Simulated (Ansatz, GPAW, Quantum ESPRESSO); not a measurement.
# Rh: 4 runs at one level of theory

```
Rh
1.0
     0.00000    1.89785    1.89785
     1.89785    0.00000    1.89785
     1.89785    1.89785    0.00000
Rh
1
Direct
  0.00000 0.00000 0.00000
```

Alike in all runs: task band structure; functional PBE; k mesh 12 × 12 × 12; occupations fermi-dirac, width 0.05 eV; no spin polarisation; no spin-orbit coupling. Pressure is positive in compression and, in plane waves, holds the error of the finite cutoff.

```csv
program and potentials,plane-wave cutoff (eV),notes,pressure (GPa)
"Quantum ESPRESSO, PseudoDojo 0.4.1 SR PBE standard",1197,17 valence electrons an atom on average,7.66
"GPAW, PAW data sets generated for this functional",600,15 valence electrons an atom on average,9.26
"Ansatz, all-electron LAPW, scalar-relativistic",-,-,7.24
"GPAW, GPAW PAW data sets (gpaw-data 1.2.1)",600,15 valence electrons an atom on average,9.26
```

The pressure spans 7.24 (Ansatz, all-electron LAPW, scalar-relativistic) to 9.26 GPa (GPAW, PAW data sets generated for this functional), with all-electron results at 7.24.

Differences between rows come from potentials, basis sets and numerical settings, since the functional is the same but for its coding. Runs on potential files found faulty are left out.
